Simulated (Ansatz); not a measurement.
BN built on the wurtzite prototype: a single-point calculation in Ansatz 0.2.0 (HSE06). The cell was relaxed with r2SCAN and then strained (uniaxial -2.0 % along z, other directions held), with the atoms relaxed again with r2SCAN; k points keep the names of the unstrained zone.

input.yaml:
```yaml
crystal:
  lattice:
    - [2.5439499996, 0.0, 0.0]
    - [-1.2719749998, 2.2031253256, 0.0]
    - [0.0, 0.0, 4.1236590347]
  atoms:
    - { symbol: B, position: [0.3333333333, 0.6666666667, 0.000102031] }
    - { symbol: B, position: [0.6666666667, 0.3333333333, 0.500102031] }
    - { symbol: "N", position: [0.3333333333, 0.6666666667, 0.374897969] }
    - { symbol: "N", position: [0.6666666667, 0.3333333333, 0.874897969] }
kpoints:
  mp_grid: { grid: [9, 9, 4] }
  band_path:
    path:
      - [0.0, 0.0, 0.0]
      - [0.5, 0.0, 0.0]
      - [0.3333333333, 0.3333333333, 0.0]
      - [0.0, 0.0, 0.5]
      - [0.5, 0.0, 0.5]
      - [0.3333333333, 0.3333333333, 0.5]
      - [0.1, 0.0, 0.0]
    npoints: 1
hamiltonian:
  xc: hse06
scf:
  occupations: { method: fixed }
  n_extra_bands: 5
output:
  forces: true
  stress: true
  eigenvalues: true
```

It took 15 s on 1 × NVIDIA H100 80GB HBM3 with 2 threads of AMD EPYC 7R13 Processor (Zen 3), with other jobs on the host, load about 1.6 per core; peak host memory 2 GiB.

Q: What does the program print?

A: The log, with set-up remarks and timings taken out:
```
Pseudopotential: B, paw, valence charge 3, recommended cutoff 420 eV (normal)
Pseudopotential: N, paw, valence charge 5, recommended cutoff 420 eV (normal)
Functional definition: HSE06
Crystal: 4 atoms, lattice volume = 23.112 Å³
Basis set: ecut = 420 eV, 451 PW (Γ)
Bands: 13, of which v1, the nominal top of the filled ones, is band 8 counted from 1 (7 counted from 0)
Symmetry: 12 space group operations
Space group: P63mc (ITA 186)
k-points: 36 of 324 (time reversal used)
Exchange kernel: α = 0.2500, screened, ω = 0.2079 Å⁻¹, Wigner–Seitz truncation, v(0) = 1043.4137 eV·Å³, q-mesh 9×9×4
preconditioner: auto → none  [insulator: Δε(μ)=6.551 eV  ℏωp=30.9 eV]
hybrid outer 1: dexx = +4.318e-3 eV, tail = 1.04e-5 eV
hybrid outer 2: dexx = +1.468e-7 eV, tail = 7.75e-9 eV, Δε = 1.58e-3 eV, ΔF = 5.89e-4 eV/Å
Free energy (F): -1084.814414 eV
Fermi energy:    10.827364 eV
--- Per-component energies (eV) ---
  E_band       = 31.386349
  E_kinetic    = 374.104924
  E_local      = -346.430946
  E_nonlocal   = 111.482576
  E_hartree    = 98.111057
  E_xc         = -151.915811
  E_vxc        = -187.108796
  E_exx        = -39.344911
  E_paw        = -409.773127
  E_vpaw       = -38.193824
  E_ewald      = -720.978968
  E_core_change = -0.069406
--- Forces (eV/Å), atoms counted from 1 ---
  atom   1  B       0.00000      0.00000    -0.03059
  atom   2  B       0.00000      0.00000    -0.03059
  atom   3  N       0.00000      0.00000      0.03059
  atom   4  N       0.00000      0.00000      0.03059
--- Stress (GPa, compression-positive) ---
       -3.048297       0.000000       0.000000
        0.000000      -3.048297       0.000000
        0.000000       0.000000      17.980380
  P = ⅓ Tr σ = 3.9613 GPa (39.613 kbar)
```
Only the leading digits can be foreseen; the rest is this run's record.

Levels at the listed points, from bands.tsv (eV from the Fermi energy, bands near the gap, counted from 0):
```tsv
# k_distance	band_3	band_4	band_5	band_6	band_7	band_8	band_9	band_10	band_11
# fermi_ev = 10.827364
# [0, 0, 0] at k_distance = 0.000000
# [0.5, 0, 0] at k_distance = 1.425971
# [0.3333333333, 0.3333333333, 0] at k_distance = 2.249256
# [0, 0, 0.5] at k_distance = 4.063532
# [0.5, 0, 0.5] at k_distance = 5.489503
# [0.3333333333, 0.3333333333, 0.5] at k_distance = 6.312788
# [0.1, 0, 0] at k_distance = 7.912656
# levels_relative_to = fermi_ev
0.000	-2.512	-2.512	-0.219	0.000	0.000	9.995	9.995	11.076	11.153
1.426	-8.467	-7.690	-5.639	-4.867	-2.252	8.036	9.729	12.430	13.383
2.249	-7.893	-7.893	-6.046	-6.046	-5.810	6.584	15.838	16.318	16.318
4.064	-6.105	-1.396	-1.396	-1.396	-1.396	11.136	11.136	11.730	11.730
5.490	-11.094	-4.213	-4.213	-3.836	-3.836	8.204	8.204	11.976	11.976
6.313	-9.862	-8.469	-8.469	-3.227	-3.227	11.459	11.459	12.184	12.184
7.913	-3.562	-2.940	-0.876	-0.466	-0.234	9.702	10.463	11.440	11.838
```
In order the rows are Γ, M, K, A, L, H, Γ–M (0.20).

HSE06 gives an indirect gap of 6.58 eV, from Γ to K; the least direct gap is 9.93 eV at Γ–M (0.22 of the way from Γ). Edges are sought over the mesh and the listed points. With the atoms held, the mean pressure is +4.0 GPa (compression positive). The stress of a hybrid is loosely converged here. The largest force is 0.03 eV/Å.

(Simulation; spin polarisation is off.)

The meshes of the hybrids are coarse, so their gaps aren't converged to the digits shown.
